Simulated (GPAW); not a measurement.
Runs of GPAW 26.7.0 on GaN. Symmetry: P6_3mc, No. 186, hexagonal system. The conventional cell has a = 3.180 Å, b = 3.180 Å, c = 5.166 Å, α = 90.00°, β = 90.00°, γ = 120.00°. Around Ga (site symmetry 3m) lie 4 N at 1.94 to 1.95 Å. N (site symmetry 3m) is surrounded by 4 Ga at 1.94 to 1.95 Å. 

```tsv
task	level	potentials or basis	spin	cell	cutoff (eV)	optimizer	fmax	max steps	band path	band points	grid spacing	gap on the mesh (eV)	pressure (GPa)	relaxed volume (Å³/atom)	largest force (eV/Å)
relaxation of cell and atoms	rSCAN	GPAW PAW data sets (gpaw-data 1.2.1), pw	off	relaxed	800	LBFGS	0.01 eV/Å	60	-	-	-	2.33	0.0	11.67	-
band structure	PBEsol	PAW data sets generated in the run's folder for this functional, pw	SOC, no magnetisation	as given	800	-	-	-	GMKGALHA,LM,KH	100	-	2.03	9.3	-	0.18
relaxation of cell and atoms	rSCAN+D3(BJ)	GPAW PAW data sets (gpaw-data 1.2.1), pw	off	relaxed	800	BFGS	0.01 eV/Å	60	-	-	-	(b)	0.0	11.56	0.01
band structure	vdW-DF2	GPAW PAW data sets (gpaw-data 1.2.1), pw	SOC, no magnetisation	as given	800	-	-	-	GMKGALHA,LM,KH	100	-	(a)	-	-	0.17
band structure	optB88-vdW	GPAW PAW data sets (gpaw-data 1.2.1), pw	SOC, no magnetisation	as given	800	-	-	-	GMKGALHA,LM,KH	100	-	2.17	-	-	0.17
relaxation of cell and atoms	PBE	GPAW PAW data sets (gpaw-data 1.2.1), pw	off	relaxed to 2 GPa	800	BFGS	0.01 eV/Å	100	-	-	-	1.68	1.9	-	-
band structure	PBE	GPAW PAW data sets (gpaw-data 1.2.1), fd	off	as given	-	-	-	-	GMKGALHA,LM,KH	100	0.16 Å	2.12	-	-	0.18
band structure	PBE	GPAW PAW data sets (gpaw-data 1.2.1), lcao:dzp	off	as given	-	-	-	-	GMKGALHA,LM,KH	100	0.2 Å	2.02	-	-	0.18
band structure	revTPSS	GPAW PAW data sets (gpaw-data 1.2.1), pw	SOC, no magnetisation	as given	800	-	-	-	GMKGALHA,LM,KH	100	-	1.87	12.5	-	0.18
band structure	MS2	GPAW PAW data sets (gpaw-data 1.2.1), pw	SOC, no magnetisation	as given	800	-	-	-	GMKGALHA,LM,KH	100	-	2.08	9.9	-	0.21
```

Alike in all rows: k mesh 7 × 7 × 4; smearing fermi-dirac 0.05 eV.

Task: Estimate the missing entries.

Result: (a) 2.22; (b) 2.40.

Caveats: the data sets keep Ga 3d, Li 1s and Be 1s frozen, and some such compounds lay over 1.5 % in volume off other programs (some runs); the PAW data sets were made with another functional, which shifts forces and pressure a little (some runs); spin-orbit coupling was added after a scalar SCF, so levels and gaps hold it while energy, forces, pressure and moments don't (some runs); this program's spin-orbit splittings come out too wide for heavy elements (some runs); later steps reuse the first step's grids (some runs); the real-space grid adds noise to forces (some runs); the basis of atomic orbitals isn't converged, which shifts pressures, moduli and gaps (some runs).

A k mesh can miss the band edges, and rows without SOC leave out spin-orbit coupling on Ga.
